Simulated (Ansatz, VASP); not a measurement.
# Pt in VASP and in Ansatz

The input INCAR:

```
  PREC = Accurate
  ENCUT = 520
  EDIFF = 1E-7
  ISMEAR = -1
  SIGMA = 0.1
  LREAL = F
  LASPH = T
  NELM = 60
  ALGO = Normal
  ISIF = 2
  LWAVE = F
  LCHARG = F
  GGA = RE
  NBANDS = 17
```

Contents of KPOINTS:

```
Automatic mesh
0
Gamma
  15 15 8
```

File POSCAR:

```
Pt
1.0
    2.7776747849      0.0000000000      0.0000000000
   -1.3888373925      2.4055369272      0.0000000000
    0.0000000000      0.0000000000      4.7788269243
Pt
2
Direct
    0.3333333333      0.6666666667      0.2500000000
    0.6666666667      0.3333333333      0.7500000000
```

Input for Ansatz:

```yaml
crystal:
  lattice:
    - [2.7776747849, 0.0, 0.0]
    - [-1.3888373925, 2.4055369272, 0.0]
    - [0.0, 0.0, 4.7788269243]
  atoms:
    - { symbol: Pt, position: [0.3333333333, 0.6666666667, 0.25] }
    - { symbol: Pt, position: [0.6666666667, 0.3333333333, 0.75] }
hamiltonian:
  xc: revpbe
  pseudopotentials:
    kind: paw
    azcp:
      Pt: "pseudopotentials/Pt.paw.azcp"
basis:
  ecutwfc: 420
  fft_grid_basis: typed
kpoints:
  mp_grid: { grid: [15, 15, 8], shift: [0, 0, 0] }
magnetization:
  spin_polarized: false
scf:
  occupations: { method: fermi_dirac, width: 0.1 }
  lower_state_search: "off"
output:
  stress: true
  write_density: true
  write_potential: true
  elf: true
  volumetric_format: npy
```

Alike in both runs: task single point; functional revPBE; k mesh 15 × 15 × 8; occupations fermi-dirac, width 0.1 eV; no spin polarisation.

|  | VASP | Ansatz |
| --- | --- | --- |
| version | VASP 6.6.1 | Ansatz 0.2.0 |
| potentials or method | VASP PAW PBE potentials, release 64 (Pt) | plane waves (420 eV) with PAW, scalar-relativistic |
| plane-wave cutoff (eV) | 520 | 420 |
| valence electrons in the cell | 20 | 36 |

```csv
,VASP,Ansatz,Ansatz less VASP
pressure (GPa),-0.4,0.1,+0.47
largest component of the traceless stress (GPa),0.08,0.14,+0.063
```

The two sets of potentials don't hold the same shells in valence.

Caveats: the PAW data sets were made with another functional, which shifts forces and pressure a little (VASP). Spin-orbit coupling is left out, which matters for the levels of Pt.
